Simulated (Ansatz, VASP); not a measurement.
This is a calculation of Ir for VASP 6.6.1.

The input INCAR:

```
ALGO = Normal
EDIFF = 1E-7
ENCUT = 520
GGA = PE
ISIF = 2
ISMEAR = -1
LASPH = True
LCHARG = False
LREAL = False
LWAVE = False
NBANDS = 10
NELM = 100
PREC = Accurate
SIGMA = 0.03
```

KPOINTS

```
k-points
0
Gamma
  6 6 6
```

Contents of POSCAR:

```
Ir
1.0
    0.0000000000      1.9156000000      1.9156000000
    1.9156000000      0.0000000000      1.9156000000
    1.9156000000      1.9156000000      0.0000000000
Ir
1
Direct
    0.0000000000      0.0000000000      0.0000000000
```

Potentials or basis: VASP PAW PBE potentials, release 64 (Ir).

Command:

```bash
$ cat potpaw_PBE.64/Ir/POTCAR > POTCAR
$ mpirun -np 1 vasp_std > vasp.out
```

Task: Translate it to Ansatz 0.2.0. Potentials there: all-electron LAPW, scalar-relativistic.

Result: As run (the cutoff follows the program's own potentials):

File input.yaml:

```yaml
crystal:
  lattice:
    - [0.0, 1.9156, 1.9156]
    - [1.9156, 0.0, 1.9156]
    - [1.9156, 1.9156, 0.0]
  atoms:
    - { symbol: Ir, position: [0.0, 0.0, 0.0] }
kpoints:
  mp_grid: { grid: [6, 6, 6] }
scf:
  occupations: { method: fermi_dirac, width: 0.03 }
hamiltonian:
  xc: pbe
  pseudopotentials: { kind: all_electron, lapw: { basis_error: 0.002 } }
output:
  forces: true
  stress: true
  eigenvalues: true
```

Potentials or basis: all-electron LAPW, scalar-relativistic.

Command:

```bash
$ ansatz run input.yaml --threads 1 --pin off --max-ram 3072MiB --backend cpu --events-out ev --progress --plain --runs-dir out
```

Both were run:

|  | VASP | Ansatz | Ansatz less VASP |
| --- | --- | --- | --- |
| gap on the k mesh at the Fermi level (eV) | none | none | - |
| pressure (GPa) | 13.0 | 12.3 | -0.68 |

A gap of «none» marks a metal or a gap that the smearing closes. Ansatz ran all-electron here, so the differences hold the error of VASP's frozen core and of both bases.

Caveats: the k mesh is coarse (spacing up to 0.47 Å⁻¹), so the values aren't converged; the k mesh is thin for a metal, which can move the energy by tens of meV per atom (Ansatz). Spin-orbit coupling is left out, which matters for the levels of Ir.
